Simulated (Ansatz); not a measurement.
**From a trial cell to the properties of Ni (bcc)**

Method: r²SCAN, scalar-relativistic; collinear spin; PAW, 500 eV, 20×20×20 k-mesh, Gaussian smearing of 0.05 eV; code Ansatz. The datasets are Ansatz's generated set soft_2.

At room temperature and ambient pressure Ni is fcc.

The start:

```xyz
1
Lattice="-1.3969 1.3969 1.3969 1.3969 -1.3969 1.3969 1.3969 1.3969 -1.3969" Properties=species:S:1:pos:R:3 pbc="T T T"
Ni    0.0000    0.0000    0.0000
```

Starting moments (μB, in the order of the atoms): 0.8.

The first steps of the search for zero pressure:

| run | level | k-mesh | kind | V (Å³/atom) | P (GPa) | gap on the mesh (eV) | largest moment (μB) |
| --- | --- | --- | --- | --- | --- | --- | --- |
| 1 | PBE, 420 eV | 10×10×10 | fixed cell | 10.90 | 1.9 | metal | 0.63 |

Task: At which volume does r²SCAN reach zero pressure?

Result: 10.57 Å³/atom, about 3.0 % under the start.

The steps that followed:

| run | level | k-mesh | kind | V (Å³/atom) | P (GPa) | E − E(final) (meV/atom) | gap on the mesh (eV) | largest moment (μB) |
| --- | --- | --- | --- | --- | --- | --- | --- | --- |
| 2 | PBE, 420 eV | 10×10×10 | fixed cell | 11.04 | -0.5 | – | metal | 0.64 |
| 3 | r²SCAN | 20×20×20 | fixed cell | 11.04 | -8.5 | 13.0 | metal | 0.70 |
| 4 | r²SCAN | 20×20×20 | fixed cell | 10.42 | 3.2 | 1.5 | metal | 0.67 |
| 5 | r²SCAN | 20×20×20 | fixed cell | 10.57 | 0.0 | 0.0 | metal | 0.68 |

The final structure (symmetry read at 0.01 Å). It takes space group Im-3m (No. 229, cubic). Conventional cell: a = 2.765 Å, b = 2.765 Å, c = 2.765 Å, α = 90.00°, β = 90.00°, γ = 90.00°. Ni (site symmetry m-3m) is surrounded by 8 Ni at 2.39 Å. (Shells end 15 % past the nearest neighbour.)

| atom | site | symmetry | x | y | z |
| --- | --- | --- | --- | --- | --- |
| Ni | 2a | m-3m | 0.0000 | 0.0000 | 0.0000 |

- Among 5 magnetic starts the lowest energy, to 0.5 meV/atom, came from: ferromagnetic; antiferromagnetic, doubled cell, propagation vector (1/2, 1/2, 1/2); small parallel starting moments. The next state (antiferromagnetic, doubled cell, propagation vector (0, 0, 1/2)) lies 56.0 meV/atom higher.
- At the final geometry the gap, band path included, is zero (metallic) and the site spin moments are Ni 0.68 μB.
- The runs in the table took roughly 1.3 core-minutes.

The run wasn't fully tested for a lower electronic state. Site moments are of spin, integrated over atomic spheres.
